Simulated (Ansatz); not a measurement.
TiSe:

```
Ti Se
1.0
     0.00000    3.10300    3.10300
     3.10300    0.00000    3.10300
     3.10300    3.10300    0.00000
Ti Se
1 1
Direct
  0.00000 0.00000 0.00000
  0.25000 0.25000 0.25000
```

The cell comes from a database or a generator and needn't be the stable form of this composition.

| Quantity | Value |
| --- | --- |
| Program | Ansatz 0.2.0 |
| Task | relaxation of cell and atoms |
| Functional | B3LYP |
| Potentials or basis | Ansatz PAW |
| Cutoff | 420 eV (not typed: the program's choice for these potentials) |
| k mesh | 4 × 4 × 4 |
| Occupations | fermi-dirac, width 0.05 eV |
| Spin | no spin polarisation |

At the start: volume 29.88 Å³/atom.

Where does the relaxation end?

It ends after 6 steps and the volume is 24.34 Å³/atom (-18.5 %); space group F-43m (No. 216, to 0.05 Å).

Step by step:
```tsv
step	energy change (eV)	largest force (eV/Å)	volume (Å³)
1	0.0000	0.0000	59.76
2	-0.3661	0.0000	51.44
3	-0.3918	0.0000	47.48
4	-0.3987	0.0000	48.73
5	-0.3987	0.0000	48.68
6	-0.3972	0.0000	48.68
```

Final structure:
```
CELL_PARAMETERS angstrom
0.00000 2.89815 2.89815
2.89815 0.00000 2.89815
2.89815 2.89815 0.00000
ATOMIC_POSITIONS crystal
Ti 0.00000 0.00000 0.00000
Se 0.25000 0.25000 0.25000
```

Caveat: the k mesh is coarse (spacing up to 0.44 Å⁻¹), so the values aren't converged, least of all with exact exchange; the volume moved by over 15 % at a fixed basis, so the end points are rough; the plane-wave basis is chosen anew once the cell has moved, so the energies of steps on either side of that aren't comparable; the PAW data sets come from PBE, with cores solved anew for the run's functional, which leaves a small shift of forces and pressure.
